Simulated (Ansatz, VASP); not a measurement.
**LiH: VASP beside Ansatz**

Wanted: the spread between two codes on one cell, functional and k mesh. The cell is taken from a series of VASP runs on this material, whose earlier steps may have relaxed, scaled or displaced it; both programs get it as it stands.

Program: Ansatz 0.2.0. Level of theory: plane waves, with VASP 6.6.1 beside it; single point at PBE, band structure at PBE and dielectric response at PBE. Results are calculated unless marked as measured.

### Step 1. The starting structure

The structure is cubic, space group Fm-3m (No. 225). The conventional cell has a = 3.995 Å, b = 3.995 Å, c = 3.995 Å, α = 90.00°, β = 90.00°, γ = 90.00°. Li has 6 H at 2.00 Å nearest. H has 6 Li at 2.00 Å nearest. Farther neighbours are not listed.

Structure file:

```xyz
2
Lattice="0.0000 1.9975 1.9975 1.9975 0.0000 1.9975 1.9975 1.9975 0.0000" Properties=species:S:1:pos:R:3 pbc="T T T"
Li    0.0000    0.0000    0.0000
H     1.9975    1.9975    1.9975
```

### Step 2. VASP: single point, PBE

A single point gives forces, pressure and levels at one fixed geometry, so differences don't come from the geometry; what else differs is listed under the comparison.

Lines of VASP's logs that name or quote its potential files are left out, and so is its time.

File INCAR:

```
SYSTEM = LiH
PREC = Accurate
ENCUT = 650
EDIFF = 1E-06
NELM = 100
ISMEAR = 0
SIGMA = 0.05
LREAL = .FALSE.
ALGO = Normal
GGA = PE
NBANDS = 8
LORBIT = 11
LWAVE = .FALSE.
LCHARG = .TRUE.
ISIF = 2
LELF = .TRUE.
LVHAR = .TRUE.
```

File POSCAR:

```
LiH
1.0
    0.0000000000      1.9975096674      1.9975096674
    1.9975096674      0.0000000000      1.9975096674
    1.9975096674      1.9975096674      0.0000000000
Li H
1 1
Direct
    0.0000000000      0.0000000000      0.0000000000
    0.5000000000      0.5000000000      0.5000000000
```

File KPOINTS:

```
Automatic mesh
0
Gamma
10 10 10
0 0 0
```

Potentials, in the order of the species: Li_sv and H (PBE family, release 64).

Launch:

```
$ mpirun -np 2 vasp_std
```

Numbers of over 12 decimals in the logs are rounded to 6 here.

Log:

```text
[banner, memory and clock lines left out]
running    2 mpi-ranks, on    1 nodes
 distrk:  each k-point on    2 cores,    1 groups
 distr:  one band on    1 cores,    2 groups

 POSCAR found type information on POSCAR LiH
 POSCAR found :  2 types and       2 ions
 LDA part: xc-table for (Slater+PW92), standard interpolation
 POSCAR, INCAR and KPOINTS ok, starting setup
 FFT: planning ... GRIDC
 FFT: planning ... GRID_SOFT
 FFT: planning ... GRID
 WAVECAR not read
 entering main loop
       N       E                     dE             d eps       ncg     rms          rms(c)
DAV:   1    -0.211512501511E+01   -0.21151E+01   -0.18636E+03   752   0.559E+02
DAV:   2    -0.631220721974E+01   -0.41971E+01   -0.41971E+01  1080   0.539E+01
DAV:   3    -0.637027334536E+01   -0.58066E-01   -0.58066E-01   888   0.592E+00
DAV:   4    -0.637070381120E+01   -0.43047E-03   -0.43047E-03  1184   0.463E-01
DAV:   5    -0.637070445387E+01   -0.64267E-06   -0.64267E-06   944   0.135E-02    0.289E+00
DAV:   6    -0.618708699679E+01    0.18362E+00   -0.15539E-01   864   0.136E+00    0.145E+00
DAV:   7    -0.612518419657E+01    0.61903E-01   -0.20290E-01   944   0.175E+00    0.221E-01
DAV:   8    -0.612691386832E+01   -0.17297E-02   -0.39854E-03   904   0.452E-01    0.435E-02
DAV:   9    -0.612684841456E+01    0.65454E-04   -0.18010E-04  1040   0.599E-02    0.632E-03
DAV:  10    -0.612684428790E+01    0.41267E-05   -0.52820E-06   928   0.187E-02    0.231E-03
DAV:  11    -0.612684366813E+01    0.61977E-06   -0.20244E-07   704   0.211E-03
   1 F= -.61268437E+01 E0= -.61268437E+01  d E =-.877208E-24
```

OUTCAR, selected parts (step 2):

```text
ion  position               nearest neighbor table
   1  0.000  0.000  0.000-
   2  0.500  0.500  0.500-

  LATTYP: Found a face centered cubic cell.
 ALAT       =     3.9950193348

 Subroutine GETGRP returns: Found 48 space group operations
 (whereof 48 operations were pure point group operations)

The static configuration has the point symmetry O_h .

 Found     47 irreducible k-points:

   k-points           NKPTS =     47   k-points in BZ     NKDIM =     47   number of bands    NBANDS=      8

   dimension x,y,z NGX =    24 NGY =   24 NGZ =   24
   dimension x,y,z NGXF=    48 NGYF=   48 NGZF=   48

   ENCUT  =  650.0 eV  47.77 Ry    6.91 a.u.   5.87  5.87  5.87*2*pi/ulx,y,z

   NELECT =       4.0000    total number of electrons

 k-points in reciprocal lattice and weights: Automatic mesh
   0.00000000  0.00000000  0.00000000       0.001
   0.10000000  0.00000000  0.00000000       0.008
   0.20000000  0.00000000  0.00000000       0.008
   0.30000000  0.00000000  0.00000000       0.008
   0.40000000  0.00000000  0.00000000       0.008
   0.50000000  0.00000000  0.00000000       0.004
   0.10000000  0.10000000  0.00000000       0.006
   0.20000000  0.10000000  0.00000000       0.024
   0.30000000  0.10000000  0.00000000       0.024
[...]
-0.30000000  0.40000000  0.20000000       0.024
  -0.30000000  0.50000000  0.20000000       0.012

 average (electrostatic) potential at core
       1 -63.1776       2 -33.9326

 E-fermi :   0.4765

 k-point     1 :       0.0000    0.0000    0.0000
  band No.  band energies     occupation
      1     -44.1389      2.00000
      2      -5.3374      2.00000
      3      16.3518      0.00000
      4      18.1317      0.00000
      5      18.1317      0.00000
      6      18.1317      0.00000
      7      22.8661      0.00000
    ...

 k-point     2 :       0.1000    0.0000    0.0000
  band No.  band energies     occupation
      1     -44.1341      2.00000
      2      -5.1589      2.00000
      3      14.8558      0.00000
      4      17.1386      0.00000
      5      17.7392      0.00000
      6      17.7392      0.00000
      7      22.2967      0.00000
    ...

 k-point     3 :       0.2000    0.0000    0.0000
  band No.  band energies     occupation
      1     -44.1221      2.00000
      2      -4.6406      2.00000
      3      11.5688      0.00000
      4      15.8650      0.00000
      5      17.1068      0.00000
      6      17.1068      0.00000
      7      23.1494      0.00000
    ...

  Total        0.0052649      0.0052649      0.0052649     -0.0000000     -0.0000000      0.0000000
  in kB        0.5291779      0.5291779      0.5291779     -0.0000000     -0.0000000      0.0000000
  external PRESSURE =       0.5291779 kB  Pullay stress =       0.0000000 kB

  energy-cutoff  :      650.00
  volume of cell :       15.94
      direct lattice vectors                 reciprocal lattice vectors
     0.000000000  1.997509667  1.997509667    -0.250311680  0.250311680  0.250311680
     1.997509667  0.000000000  1.997509667     0.250311680 -0.250311680  0.250311680
     1.997509667  1.997509667  0.000000000     0.250311680  0.250311680 -0.250311680

 POSITION                                       TOTAL-FORCE (eV/Angst)
 -----------------------------------------------------------------------------------
      0.00000      0.00000      0.00000        -0.000000     -0.000000     -0.000000
      1.99751      1.99751      1.99751         0.000000      0.000000      0.000000
 -----------------------------------------------------------------------------------
    total drift:                                0.000000     -0.000000     -0.000000

  FREE ENERGIE OF THE ION-ELECTRON SYSTEM (eV)
  ---------------------------------------------------
  free  energy   TOTEN  =        -6.1268436681 eV

  energy  without entropy=       -6.1268436681  energy(sigma->0) =       -6.12684367

 total charge
# of ion       s       p       d       tot
------------------------------------------
    1        2.022   0.061   0.000   2.082
    2        0.545   0.002   0.000   0.547
--------------------------------------------------
tot          2.567   0.062   0.000   2.630

[... 3 further parts left out ...]
```

The gap is read on the k-mesh alone, so it is an upper bound where the band edges lie off the mesh.

### Step 3. Ansatz: single point, PBE

Ansatz runs on its default PAW (the set named soft_2) files.

The same cell, functional, mesh and smearing now go to Ansatz, which takes its cutoff from its data sets.

File input.yaml:

```yaml
crystal:
  lattice:
    - [0.0, 1.9975096674, 1.9975096674]
    - [1.9975096674, 0.0, 1.9975096674]
    - [1.9975096674, 1.9975096674, 0.0]
  atoms:
    - { symbol: Li, position: [0.0, 0.0, 0.0] }
    - { symbol: H, position: [0.5, 0.5, 0.5] }
hamiltonian:
  xc: pbe
  pseudopotentials: { kind: paw }
kpoints:
  mp_grid: { grid: [10, 10, 10] }
scf:
  occupations: { method: gaussian, width: 0.05 }
  n_extra_bands: 4
output:
  forces: true
  stress: true
  eigenvalues: true
```

Launch:

```
$ ansatz run input.yaml --threads 2 --pin off --max-ram 4608MiB --backend cpu --events-out ev --progress --plain --runs-dir out
```

Log:

```text
scf.n_extra_bands = 4 over 2 filled bands (N_el = 4.0): the run solves 6 bands
Engine: ansatz 0.2.0, aarch64-unknown-linux-gnu
Pseudopotentials: kind: paw
Pseudopotential: Li, paw, valence charge 3, recommended cutoff 420 eV (normal), Li.paw.azcp
Pseudopotential: H, paw, valence charge 1, recommended cutoff 420 eV (normal), H.paw.azcp
Functional definition: PBE
  parameter kappa = 0.804
  parameter beta = 0.066725
  exchange = pbe_x(kappa = kappa, mu = beta*pi^2/3)
  correlation = pbe_c(beta = beta)
Crystal: 2 atoms, lattice volume = 15.940 Å³
Basis set: ecut = 420 eV, 331 PW (Γ), exchange–correlation on 40×40×40 points (8 copies of the dense FFT grid, shifted against one another)
Bands: 6, of which v1, the nominal top of the filled ones, is band 2 counted from 1 (1 counted from 0)
Symmetry: 48 space group operations
Space group: Fm-3m (ITA 225), of the structure as read, at distance tolerance 2.5e-5 Å
k-points: 47 of 1000
Non-local potential: Li, projectors of the file, l = 0: 3, l = 1: 2, l = 2: 1
Non-local potential: H, projectors of the file, l = 0: 2, l = 1: 1
PAW form: soft (Blöchl's): semilocal exchange-correlation on the pseudo side does not see the compensation charge
PAW one-centre angular grid: Li, 110 points (default); XC on 64 Gauss nodes
PAW one-centre angular grid: H, 110 points (default); XC on 64 Gauss nodes
Initial density: superposition of atomic densities (neutral atoms: chi_scale 0, normalization atom), corrected by the library's trained network
Initial wavefunctions: pseudopotential atomic-orbital guess
Functional: x = pbe(κ = 0.804, μ = 0.219515), c = pbe(β = 0.066725)
SCF iter   1: F=—  HF=-221.391537 eV  |F-HF|=—  |Δ(HF+E_count)|=         —  Δρ=9.43e-4  dr2=6.46e-5  ethr=1.77e-3  ⟨swp⟩=4.7  Hψ=2247  notcnv=0
preconditioner: auto → none  [insulator: Δε(μ)=2.965 eV  Ē_g=14.215 eV  σ=0.050 eV  W_gap=1.00  n_scr=0 (ndim 8)  ℏωp=13.2 eV  f_vac=0.000  D(μ)=0.00/eV (n_scr^D=0)  ε∞_Penn≈1.9]
SCF iter   2: F=—  HF=-221.391583 eV  |F-HF|=—  |Δ(HF+E_count)|=   4.61e-5  Δρ=4.17e-4  dr2=1.18e-5  ethr=1.61e-6  ⟨swp⟩=1.9  Hψ=698  notcnv=0
SCF iter   3: F=—  HF=-221.391606 eV  |F-HF|=—  |Δ(HF+E_count)|=   2.34e-5  Δρ=5.58e-5  dr2=3.56e-7  ethr=2.94e-7  ⟨swp⟩=2.0  Hψ=329  notcnv=0
iter 4 did not close the SCF: its close was put off for the readings that it lacked (scf_convergence_deferred on its scf_iter line)
SCF iter   4: F=-221.391607 eV  HF=-221.391607 eV  |F-HF|=7.52e-9  |Δ(HF+E_count)|=   6.55e-7  Δρ=9.55e-6  dr2=9.97e-9  ethr=8.91e-9  ⟨swp⟩=2.0  Hψ=329  notcnv=0
iter 5 did not close the SCF: its close was put off for the readings that it lacked (scf_convergence_deferred on its scf_iter line)
SCF iter   5: F=-221.391607 eV  HF=-221.391607 eV  |F-HF|=2.88e-11  |Δ(HF+E_count)|=   4.91e-9  Δρ=1.55e-6  dr2=1.89e-10  ethr=2.49e-10  ⟨swp⟩=2.0  Hψ=360  notcnv=0
SCF iter   6: F=-221.391607 eV  HF=-221.391607 eV  |F-HF|=6.54e-13  |Δ(HF+E_count)|=  4.03e-11  Δρ=1.31e-7  dr2=2.76e-12  ethr=4.73e-12  ⟨swp⟩=1.0  Hψ=799  notcnv=0
SCF 1 converged in 6 iterations: F = -221.391607 eV  dr2 = 2.76e-12
  greatest PAW one-centre occupation: 1.000 electrons in one spin orbital (limit 2), on the Li atom at site 0 (counted from 0), in its partial waves of l = 0
SCF converged after 6 iterations
Free energy (F): -221.391607 eV
Harris-Foulkes:  -221.391607 eV  (|F-HF|=6.54e-13)
Internal energy: -221.391607 eV  (E = F + TS)
E sigma→0 (E₀):  -221.391607 eV
Fermi energy:    2.279043 eV
--- Per-component energies (eV) ---
  E_band       = -89.989619
  E_kinetic    = 36.073855
  E_local      = -124.226005  (includes V_loc(G=0)·N_el)
  E_nonlocal   = -31.719963
  E_hartree    = 34.706897
  E_xc         = -20.259107
  E_vxc        = -26.156430  (∫ρ·V_xc dr)
  E_paw        = -21.554225  (= ΣΔE_a)
  E_vpaw       = -13.373687  (= ΣTr[D̂ρ^β])
  E_aug_tail   = -0.001189  (compensation charges beyond the density's cutoff)
  E_ewald      = -94.411869
  E_smearing   = -0.000000  (= −TS)
  E_closure    = 0.000000  (closes the sum)
  Σ components = -221.391607   (vs F -221.391607, Δ=0.00e0)
--- Forces (eV/Å), atoms counted from 1 ---
  atom   1  Li    -0.00000000     0.00000000    -0.00000000
  atom   2  H      0.00000000    -0.00000000     0.00000000
  max |Σ_I F_I| component: 7.87e-31 eV/Å
--- Stress (GPa, compression-positive) ---
        0.332872       0.000000       0.000000
        0.000000       0.332872       0.000000
        0.000000       0.000000       0.332872
  P = ⅓ Tr σ = 0.3329 GPa (3.329 kbar)
--- Band table (eV; the first three rows and the last of 47) ---
  k-point 0: bands = ["-43.4689", "-4.6890", "17.0104", "18.7754", "18.7754", "18.7754"]
  k-point 1: bands = ["-43.4643", "-4.5113", "15.5074", "17.7909", "18.3841", "18.3841"]
  k-point 2: bands = ["-43.4522", "-3.9916", "12.2171", "16.5195", "17.7532", "17.7532"]
  k-point 46: bands = ["-43.4059", "0.5776", "5.2446", "7.0723", "12.5579", "18.4958"]
```

It took 1.6 s on 2 threads of Arm Neoverse N1, shared host; peak memory 0.23 GiB.

The run ends at a pressure of 0.33 GPa.

### Step 4. Comparison

Known differences besides the potentials themselves: the cutoff is 420 eV in Ansatz and 650 eV in VASP; VASP leaves aspherical gradient terms in its spheres out (LASPH is not set), Ansatz keeps them. Total energies have different zeros and are not compared.

Compared:

| quantity | Ansatz | VASP | difference |
| --- | --- | --- | --- |
| pressure (GPa) | 0.33 | 0.05 | +0.28 |
| pressure without Ansatz's Pulay correction (GPa) | 0.21 | 0.05 | +0.16 |
| gap on the k mesh (eV) | 2.978 | 2.972 | +0.006 |

A gap on the mesh is an upper bound, since the band edges may lie between its points. Ansatz's pressure holds a Pulay correction of 0.12 GPa; VASP's holds none.

### Step 5. VASP: band structure, PBE

Levels along a path test the potential and the projectors away from the mesh points.

File INCAR:

```
SYSTEM = LiH
PREC = Accurate
ENCUT = 650
EDIFF = 1E-06
NELM = 100
ISMEAR = 0
SIGMA = 0.05
LREAL = .FALSE.
ALGO = Normal
GGA = PE
NBANDS = 14
LORBIT = 11
LWAVE = .FALSE.
LCHARG = .FALSE.
KPAR = 2
```

POSCAR is that of step 2.

KPOINTS is that of step 2.

File KPOINTS_OPT:

```
Line mode
16
Line-mode
Reciprocal
  0.00000000   0.00000000   0.00000000 GAMMA
  0.50000000   0.00000000   0.50000000 X

  0.50000000   0.00000000   0.50000000 X
  0.50000000   0.25000000   0.75000000 W

  0.50000000   0.25000000   0.75000000 W
  0.37500000   0.37500000   0.75000000 K

  0.37500000   0.37500000   0.75000000 K
  0.00000000   0.00000000   0.00000000 GAMMA

  0.00000000   0.00000000   0.00000000 GAMMA
  0.50000000   0.50000000   0.50000000 L

  0.50000000   0.50000000   0.50000000 L
  0.62500000   0.25000000   0.62500000 U

  0.62500000   0.25000000   0.62500000 U
  0.50000000   0.25000000   0.75000000 W

  0.50000000   0.25000000   0.75000000 W
  0.50000000   0.50000000   0.50000000 L

  0.50000000   0.50000000   0.50000000 L
  0.37500000   0.37500000   0.75000000 K

  0.62500000   0.25000000   0.62500000 U
  0.50000000   0.00000000   0.50000000 X
```

Launch:

```
$ mpirun -np 2 vasp_std
```

Log:

```text
[banner, memory and clock lines left out]
running    2 mpi-ranks, on    1 nodes
[...]
LDA part: xc-table for (Slater+PW92), standard interpolation
 POSCAR, INCAR and KPOINTS ok, starting setup
[...]
entering main loop
       N       E                     dE             d eps       ncg     rms          rms(c)
DAV:   1     0.313259483345E+01    0.31326E+01   -0.14804E+03  1316   0.297E+02
DAV:   2    -0.616043098193E+01   -0.92930E+01   -0.91822E+01  1784   0.649E+01
DAV:   3    -0.636942280216E+01   -0.20899E+00   -0.20867E+00  1672   0.782E+00
DAV:   4    -0.637069999257E+01   -0.12772E-02   -0.12772E-02  1538   0.563E-01
[...]
DAV:   9    -0.612684951933E+01    0.66891E-04   -0.13291E-04  1628   0.316E-02    0.450E-03
DAV:  10    -0.612684415420E+01    0.53651E-05   -0.50565E-06  1588   0.119E-02    0.242E-03
DAV:  11    -0.612684356967E+01    0.58453E-06   -0.18082E-07  1006   0.142E-03
   1 F= -.61268436E+01 E0= -.61268436E+01  d E =-.820291E-14
 Start KPOINTS_OPT (optional k-point list driver)
k-point batch [1-47\160]
       N       E                     dE             ncg
DAV:   1    -0.384704370642E+04   -0.12695E+05     1324
DAV:   2    -0.424817536745E+04   -0.40113E+03     1852
DAV:   3    -0.425511171549E+04   -0.69363E+01     1720
DAV:   4    -0.425513731452E+04   -0.25599E-01     1542
DAV:   5    -0.425513748117E+04   -0.16665E-03     1812
DAV:   6    -0.425513748234E+04   -0.11714E-05     1598
DAV:   7    -0.425513748235E+04   -0.95752E-08     1582
[...]
k-point batch [142-160\160]
       N       E                     dE             ncg
DAV:   1     0.466549642311E+04   -0.55307E+04      532
DAV:   2     0.450805865481E+04   -0.15744E+03      762
DAV:   3     0.450500556659E+04   -0.30531E+01      706
DAV:   4     0.450499415225E+04   -0.11414E-01      624
DAV:   5     0.450499411441E+04   -0.37843E-04      740
DAV:   6     0.450499411414E+04   -0.26727E-06      680
```

Parts of OUTCAR (step 5):

```text
  Total        0.0051768      0.0051768      0.0051768     -0.0000000      0.0000000     -0.0000000
  in kB        0.5203265      0.5203265      0.5203265     -0.0000000      0.0000000     -0.0000000
  external PRESSURE =       0.5203265 kB  Pullay stress =       0.0000000 kB

 POSITION                                       TOTAL-FORCE (eV/Angst)
 -----------------------------------------------------------------------------------
      0.00000      0.00000      0.00000         0.000000      0.000000      0.000000
      1.99751      1.99751      1.99751         0.000000      0.000000      0.000000
 -----------------------------------------------------------------------------------
    total drift:                                0.000000     -0.000000     -0.000000

  FREE ENERGIE OF THE ION-ELECTRON SYSTEM (eV)
  ---------------------------------------------------
  free  energy   TOTEN  =        -6.1268435697 eV

  energy  without entropy=       -6.1268435697  energy(sigma->0) =       -6.12684357

[... 1 part as in an earlier step ...]

[... 2 further parts left out ...]
[key lines of the parts left out:]
E-fermi :   0.3774
```

The run ends at a pressure of 0.05 GPa.

### Step 6. Ansatz: band structure, PBE

The same cell, functional, mesh and smearing now go to Ansatz, which takes its cutoff from its data sets.

The cell is taken from a series of VASP runs on this material, whose earlier steps may have relaxed, scaled or displaced it; both programs get it as it stands.

input.yaml, the sections that differ from step 3:

```yaml
kpoints:
  mp_grid: { grid: [10, 10, 10] }
  band_path:
    path:
      - [0.0, 0.0, 0.0]
      - [0.16667, 0.0, 0.16667]
      - [0.33333, 0.0, 0.33333]
      - [0.5, 0.0, 0.5]
      - [0.5, 0.08333, 0.58333]
      - [0.5, 0.18333, 0.68333]
      - [0.5, 0.25, 0.75]
      - [0.45, 0.3, 0.75]
      - [0.40833, 0.34167, 0.75]
      - [0.35, 0.35, 0.7]
      - [0.225, 0.225, 0.45]
      - [0.075, 0.075, 0.15]
      - [0.03333, 0.03333, 0.03333]
      - [0.23333, 0.23333, 0.23333]
      - [0.4, 0.4, 0.4]
      - [0.51667, 0.46667, 0.51667]
      - [0.55833, 0.38333, 0.55833]
      - [0.60833, 0.28333, 0.60833]
      - [0.60833, 0.25, 0.64167]
      - [0.55833, 0.25, 0.69167]
      - [0.51667, 0.25, 0.73333]
      - [0.5, 0.3, 0.7]
      - [0.5, 0.38333, 0.61667]
      - [0.5, 0.48333, 0.51667]
      - [0.475, 0.475, 0.55]
      - [0.425, 0.425, 0.65]
      - [0.38333, 0.38333, 0.73333]
      - [0.59167, 0.18333, 0.59167]
      - [0.55, 0.1, 0.55]
      - [0.5, 0.0, 0.5]
    npoints: 1
scf:
  occupations: { method: gaussian, width: 0.05 }
  n_extra_bands: 7
# crystal, hamiltonian, output: as in step 3
```

Launch:

```
$ ansatz run input.yaml --threads 2 --pin off --max-ram 4608MiB --backend cpu --events-out ev --progress --plain --runs-dir out
```

Log:

```text
[...]
Crystal: 2 atoms, lattice volume = 15.940 Å³
Basis set: ecut = 420 eV, 331 PW (Γ), exchange–correlation on 40×40×40 points (8 copies of the dense FFT grid, shifted against one another)
Bands: 9, of which v1, the nominal top of the filled ones, is band 2 counted from 1 (1 counted from 0)
Symmetry: 48 space group operations
[...]
k-points: 47 of 1000
[...]
Free energy (F): -221.391607 eV
[...]
Internal energy: -221.391607 eV  (E = F + TS)
E sigma→0 (E₀):  -221.391607 eV
Fermi energy:    2.279075 eV
[...]
--- Stress (GPa, compression-positive) ---
        0.332902       0.000000       0.000000
       -0.000000       0.332902       0.000000
       -0.000000      -0.000000       0.332902
  P = ⅓ Tr σ = 0.3329 GPa (3.329 kbar)
--- Band table (eV; the first three rows and the last of 47) ---
[...]
[key lines of the parts left out:]
SCF converged after 6 iterations
```

Wall time 2.1 s (2 threads); peak memory 0.24 GiB.

(Continued in part 2 of 2.)

[Lines on the potential files, build, host, timing and source positions are cut from VASP's logs without a mark.]

[Logs are printed without paths, hosts, clocks, repeated set-up lines and the standing remarks that a program may print on its own settings, such as how far it seeks lower states.]

[Hosts, paths, dates, database ids (printed as entryN), source tags and the programs' standing remarks are cut or masked in the printed files.]
